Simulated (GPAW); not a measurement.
ZrS2:

```
Zr S
1.0
     3.69138    0.00000    0.00000
    -1.84569    3.19683    0.00000
     0.00000    0.00000    6.04108
Zr S
1 2
Direct
  0.00000 0.00000 0.00000
  0.33333 0.66667 0.23791
  0.66667 0.33333 0.76209
```

The cell is a database's computed one.

Program: GPAW 26.7.0. Alike in all runs: cell as given; cutoff (eV) 600.

Order these runs on this cell by their pressure, lowest first.
A. level RPBE; potentials or basis the program's PAW data sets (release 1.2.1) made for this functional, pw; spin off; k mesh 8 × 8 × 5; smearing fermi-dirac 0.05 eV; band path GMKGALHA,LM,KH; band points 80
B. level PBE; potentials or basis GPAW PAW data sets (gpaw-data 1.2.1), pw; spin off; k mesh 8 × 8 × 5; smearing gaussian 0.029 eV
C. level PBEsol; potentials or basis PAW data sets generated in the run's folder for this functional, pw; spin SOC, no magnetisation; k mesh 6 × 6 × 4; smearing fermi-dirac 0.05 eV; band path GMKGALHA,LM,KH; band points 80; spin axis theta (degrees) 0; spin axis phi (degrees) 0; soc after scf second variation

C (-2.7 GPa), B (0.2 GPa), A (2.4 GPa).

Caveats: this functional lacks dispersion, which binds the layers, so the pressure and a relaxed spacing across them are unreliable; spin-orbit coupling was added after a scalar SCF, so levels and gaps hold it while energy, forces, pressure and moments don't (some runs).
